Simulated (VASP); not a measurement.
Here is a VASP 6.6.1 calculation.

Contents of POSCAR:

```
CdSe
4.3782
    0.000000000000      0.707111919602      0.707111919602
    0.707111919602      0.000000000000      0.707111919602
    0.707111919602      0.707111919602      0.000000000000
Cd Se
1 1
Direct
    0.0000000000      0.0000000000      0.0000000000
    0.5000000000      0.5000000000      0.5000000000
```

File INCAR.step1:

```
SYSTEM = CdSe
ALGO = Normal ; EDIFF = 1E-5
ENCUT = 600 ; GGA = PE
ISMEAR = -1 ; LASPH = .True.
LCHARG = .False. ; LREAL = .False.
LWAVE = .True. ; NELM = 60
PREC = Accurate ; SIGMA = 0.1
```

INCAR.step2

```
SYSTEM = CdSe
AEXX = 0.5 ; ALGO = Normal
EDIFF = 1E-7 ; EDIFFG = -0.01
ENCUT = 600 ; HFRCUT = -1
IBRION = 2 ; ISIF = 3
ISMEAR = -1 ; ISTART = 1
LASPH = .True. ; LCHARG = .False.
LHFCALC = .True. ; LMIXTAU = .True.
LREAL = .False. ; LWAVE = .False.
METAGGA = R2SCAN ; NELM = 60
NSW = 40 ; PREC = Accurate
PRECFOCK = Fast ; SIGMA = 0.1
```

Contents of KPOINTS:

```
k-points
0
Gamma
  4 4 4
  0 0 0
```

Potentials or basis: VASP PAW PBE potentials, release 64 (Cd, Se).

Launch:

```console
$ cat potpaw_PBE.64/Cd/POTCAR potpaw_PBE.64/Se/POTCAR > POTCAR
$ cp INCAR.step1 INCAR
$ mpirun -np 1 vasp_std > vasp.out
$ cp INCAR.step2 INCAR
$ mpirun -np 1 vasp_std > vasp.out
```

(1) Predict the space group after relaxing (to 0.05 Å).

(2) Estimate the relaxed volume.

(3) What does it give for the band gap on the k mesh?

(4) Predict the relaxed cell.

## Answers

(1) Fm-3m (No. 225).

(2) 22.55 Å³/atom.

(3) 2.98 eV, indirect (least direct gap 4.62 eV).

(4) a = 3.995 Å, b = 3.995 Å, c = 3.995 Å, α = 60.00°, β = 60.00°, γ = 60.00°.

Caveat: the k mesh is coarse (spacing up to 0.44 Å⁻¹), so the values aren't converged, least of all with exact exchange; the PAW data sets were made with another functional, which shifts forces and pressure a little.
